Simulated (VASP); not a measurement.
Runs of VASP 6.6.1 on Au. The structure is cubic, space group Im-3m (No. 229). The conventional cell has a = 3.241 Å, b = 3.241 Å, c = 3.241 Å, α = 90.00°, β = 90.00°, γ = 90.00°. Au (site symmetry m-3m) is surrounded by 8 Au at 2.81 Å. This isn't the form of Au at room conditions, which is fcc.

| level | k mesh | cutoff (eV) | smearing | gap on the mesh (eV) | pressure (GPa) |
| --- | --- | --- | --- | --- | --- |
| PBEsol | 18 × 18 × 18 | 900 | gaussian 0.1 eV | none | 0.2 |
| PBEsol | 18 × 18 × 18 | 700 | gaussian 0.1 eV | none | (a) |
| PBEsol | 18 × 18 × 18 | 520 | gaussian 0.5 eV | none | 0.2 |
| PBEsol | 28 × 28 × 28 | 520 | gaussian 0.1 eV | none | 0.1 |
| r2SCAN | 18 × 18 × 18 | 520 | gaussian 0.1 eV | none | 5.6 |

Alike in all rows: task single point; potentials or basis VASP PAW PBE potentials, release 64 (Au); no spin polarisation; cell as given.

Problem. Estimate the missing entries.

Solution. (a) 0.0.

Caveats: the PAW data sets were made with another functional, which shifts forces and pressure a little.

A k mesh can miss the band edges, and the runs leave out spin-orbit coupling on Au.

A gap of «none» marks a metal or a gap under the smearing width.
